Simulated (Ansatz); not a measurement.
# Mo: clamped-ion strain scan

Computed with Ansatz 0.2.0, DFT PBEsol, scalar-relativistic, plane waves, PAW. The runs took a 420 eV cutoff, a Γ-centred 24×24×24 mesh and Gaussian smearing (0.15 eV). No spin polarisation. Energies are free energies at this smearing, counted from the undisturbed cell; pressure is positive in compression.

Reference structure (relaxed at this level; with this scan's settings it stands at 0.1 GPa; this form isn't the usual structure):

```
CELL_PARAMETERS angstrom
2.74234 0.00000 0.00000
-1.37117 2.37493 0.00000
0.00000 0.00000 2.49207
ATOMIC_POSITIONS crystal
Mo 0.00000 0.00000 0.50000
```

The cell is strained by ε times the Voigt pattern (0, 0, 0, 1, 0, 0) (xx, yy, zz, yz, xz, xy; engineering shear) with fractional coordinates fixed. The cell is metallic on the mesh throughout.

```tsv
ε	ΔE (meV/atom)
-0.1500	-105.0
-0.0750	-26.0
0.0000	0.0
0.0187	-1.6
0.0375	-6.5
0.0562	-14.5
0.0937	-40.7
0.1125	-58.9
0.1312	-80.3
```

Predict the pressure (GPa) at each point.

```
      ε  pressure (GPa)
-0.1500            -0.1
-0.0750             0.0
 0.0000             0.1
 0.0187             0.1
 0.0375             0.0
 0.0562             0.0
 0.0937             0.0
 0.1125            -0.1
 0.1312            -0.1
```

Cost: 9 runs of about 5.5 core-minutes in all, on Arm Neoverse V1 (shared hosts).